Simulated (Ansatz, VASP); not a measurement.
## Two plane-wave programs on ScH3

Contents of INCAR:

```
SYSTEM = ScH3
PREC     = Accurate       ! precision mode
ENCUT    = 520            ! plane-wave cutoff, eV
EDIFF    = 1E-6           ! SCF threshold, eV
ISMEAR   = 0              ! smearing method
SIGMA    = 0.05           ! smearing width, eV
LREAL    = .FALSE.        ! projectors in reciprocal space
LASPH    = .TRUE.         ! aspherical terms in the spheres
NELM     = 100            ! most SCF steps
ALGO     = Normal         ! electronic algorithm
ISIF     = 2              ! what is computed and relaxed
LWAVE    = .FALSE.        ! write WAVECAR
LCHARG   = .FALSE.        ! write CHGCAR
GGA      = PS             ! functional
NBANDS   = 15             ! bands
```

KPOINTS

```
regular mesh
0
G
  10 10 10
  0 0 0
```

The input POSCAR:

```
ScH3
1.0
    0.0000000000      2.3529243548      2.3529243548
    2.3529243548      0.0000000000      2.3529243548
    2.3529243548      2.3529243548      0.0000000000
Sc H
1 3
Direct
    0.0000000000      0.0000000000      0.0000000000
    0.4744998177      0.5255001823      0.5255001823
    0.2500000000      0.2500000000      0.2500000000
    0.7500000000      0.7500000000      0.7500000000
```

Input for Ansatz:

```yaml
crystal:
  lattice:
    - [0.0, 2.3529243548, 2.3529243548]
    - [2.3529243548, 0.0, 2.3529243548]
    - [2.3529243548, 2.3529243548, 0.0]
  atoms:
    - { symbol: Sc, position: [0.0, 0.0, 0.0] }
    - { symbol: H, position: [0.4744998177, 0.5255001823, 0.5255001823] }
    - { symbol: H, position: [0.25, 0.25, 0.25] }
    - { symbol: H, position: [0.75, 0.75, 0.75] }
basis:
  ecutwfc: 420
  ecutrho_ratio: 4
kpoints:
  mp_grid: { grid: [10, 10, 10] }
hamiltonian:
  xc: pbesol
scf:
  occupations: { method: gaussian, width: 0.05 }
output:
  forces: true
  stress: true
  eigenvalues: true
```

Alike in both runs: task single point; functional PBEsol; k mesh 10 × 10 × 10; occupations gaussian, width 0.05 eV; no spin polarisation.

```csv
,VASP,Ansatz
version,VASP 6.6.1,Ansatz 0.2.0
potentials or method,"VASP PAW PBE potentials, release 64 (Sc_sv, H)","scalar-relativistic, plane waves, PAW"
plane-wave cutoff (eV),520,420
valence electrons in the cell,14,14
```

VASP gave:

```
pressure (GPa)                                  : 0.5
largest component of the traceless stress (GPa) : 0.09
rms of the force components (eV/Å)              : 0.124
```

Task: Which values does Ansatz return?

Result: Pressure (GPa): 0.1; largest component of the traceless stress (GPa): 0.08; rms of the force components (eV/Å): 0.124.

Atom by atom the forces differ by 0.002 eV/Å (rms over components). The functional is the same, so the differences come from potentials, cutoffs and numerics.

Caveats: the PAW data sets were made with another functional, which shifts forces and pressure a little (VASP).
